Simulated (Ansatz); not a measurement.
P: energy less free atoms and pressure against volume per atom

Periodic Kohn-Sham DFT of a crystal at fixed atoms; pressure and stress are positive in compression; the energy is the free energy less that of spherical unpolarised free atoms; site moments are those in the method's own spheres, positive along +z. The results are calculated, by Ansatz 0.2.0.

Cell of the first row (space group Fd-3m, No. 227):
```
P
1.0
      0.0000     2.6847     2.6847
      2.6847     0.0000     2.6847
      2.6847     2.6847     0.0000
P
2
Direct
  0.00000 0.00000 0.00000
  0.25000 0.25000 0.25000
```

Settings of every row: method all-electron LAPW; functional PBE; relativity scalar; k mesh 11x11x11; filling fermi-dirac; smearing width 0.08 eV; basis error target 0.5 meV/atom; nucleus gaussian.

Atom start moment: 0 on all atoms.

Limits: the cell comes from a prototype or a list of computed structures and needn't be the stable phase.

| row | volume per atom (Å³) | energy less free atoms (eV/atom) | pressure (GPa) |
| --- | --- | --- | --- |
| 1 | 19.35 | -4.8076 | 2.999 |
| 2 | 20.163 | -4.8174 | 0.93 |
| 3 | 20.574 | ? | ? |
| 4 | 20.986 | -4.8176 | -0.796 |
| 5 | 21.809 | -4.8095 | -2.294 |

Question: what energy less free atoms and pressure should row 3 give?

Worked fit of energy less free atoms. Take u = (V_r/V)^(2/3) − 1 with V_r = 20.575 Å³ an atom, which is twice the finite (Eulerian) strain; such expansions in the strain, on which the Birch-Murnaghan equation of state is built, carry the rest volume and the bulk modulus. The shown rows have u = 0.04177, 0.01358, -0.0131, -0.03809. Least squares give energy less free atoms = −4.81862 + 0.001 × u + 6.301 × u² eV/atom; a straight line predicts inner rows, each left out in turn, worse (root mean square 0.0064 against 0.0001 eV/atom). All shown rows lie on it to the printed digit. Its lowest point lies at u = -0.0001, or V = 20.58 Å³ an atom, and the curvature there gives the bulk modulus at fixed shape and fractions, B = (4/9)(1 + u)² E″(u)/V = 43.6 GPa. The withheld row has u = 3e-05, so the fit gives −4.81862 + 0.001 × (3e-05) + 6.301 × (3e-05)² = -4.8186 eV/atom.

The calculation gave -4.8186 eV/atom. The fit meets it to the printed digit.

Worked fit of pressure. Take u = (V_r/V)^(2/3) − 1 with V_r = 20.575 Å³ an atom, which is twice the finite (Eulerian) strain; such expansions in the strain, on which the Birch-Murnaghan equation of state is built, carry the rest volume and the bulk modulus. The shown rows have u = 0.04177, 0.01358, -0.0131, -0.03809. Least squares give pressure = 0.0281 + 65.69 × u + 127.66 × u² GPa; a straight line predicts inner rows, each left out in turn, worse (root mean square 0.13 against 0.032 GPa). The rows lie off it by 0.004, -0.014, 0.015, -0.005 (root mean square 0.011 GPa). The pressure vanishes at u = -0.0004, or V = 20.59 Å³ an atom, and there the bulk modulus at fixed shape and fractions is B = −V dP/dV = (2/3)(1 + u) dP/du = 43.7 GPa. The withheld row has u = 3e-05, so the fit gives 0.0281 + 65.69 × (3e-05) + 127.66 × (3e-05)² = 0.030 GPa.

The calculation gave 0.031 GPa. The fit lies 0.001 GPa (3.2 % of the value, 0.019 % of the column's range) below it, one unit of the last digit.
